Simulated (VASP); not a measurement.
Ge: equation of state with PBEsol

Crystal: Ge.

```xyz
4
Lattice="3.9976 0.0000 0.0000 -1.9988 3.4620 0.0000 0.0000 0.0000 6.5994" Properties=species:S:1:pos:R:3 pbc="T T T"
Ge    0.0000    2.3080    6.1843
Ge    1.9988    1.1540    2.8846
Ge    0.0000    2.3080    3.7148
Ge    1.9988    1.1540    0.4151
```

This isn't the form of Ge at room conditions, which is diamond.

| Quantity | Value |
| --- | --- |
| Program | VASP 6.6.1 |
| Task | equation of state |
| Functional | PBEsol |
| Potentials or basis | VASP PAW PBE potentials, release 64 (Ge_d) |
| Cutoff | 520 eV |
| k mesh | 8 × 8 × 4 |
| Occupations | fermi-dirac, width 0.05 eV |
| Spin | no spin polarisation |
| Ladder | free |
| Further INCAR settings | ALGO = Normal; EDIFF = 1e-07; NBANDS = 36 |

```yaml
Equilibrium_volume: 22.81 Å³/atom
Bulk_modulus_at_fixed_shape_and_positions: 67 GPa
Pressure_derivative_of_the_bulk_modulus: "4.7 (rough: it moves with the points fitted)"
```

Energy against volume, from the lowest point:
```tsv
volume (Å³/atom)	energy (meV/atom)
21.463	18.57
21.920	7.74
22.377	1.75
22.833	0.00
23.290	1.98
23.747	7.37
24.203	15.81
```

All runs of the series together: 4.5 min on 1 thread of Intel(R) Xeon(R) 6975P-C (Granite Rapids), with other jobs on the host.

Caveat: the cell was scaled at fixed shape and fractional positions, which overstates the stiffness of a crystal with free parameters, most of all of layers and chains; the PAW data sets were made with another functional, which shifts forces and pressure a little.
